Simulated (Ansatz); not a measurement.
**Sr (dhcp): energy against volume**

Theory: DFT, RPBE, plane waves (420 eV) with PAW, scalar-relativistic (Ansatz). The PAW files were generated under PBE, with cores re-solved for the functional.

The cell is scaled uniformly from the relaxed one, with fractional coordinates and shape fixed. Energies are extrapolated to zero smearing, pressures are those at the given smearing. Magnetic state: spin not included.

A Birch-Murnaghan fit gives V₀ = 58.53 Å³/atom, B₀ = 10.8 GPa, B₀′ = 3.1.

**Question.** What are the energy above the minimum and the pressure at 51.526 Å³/atom?

**Answer.** 33.5 meV/atom and 1.71 GPa as computed.

**Question.** What are the energy above the minimum and the pressure at 56.210 Å³/atom?

**Answer.** 3.3 meV/atom and 0.49 GPa as computed.

**Question.** What are the energy above the minimum and the pressure at 65.579 Å³/atom?

**Answer.** 24.3 meV/atom and -1.01 GPa as computed.
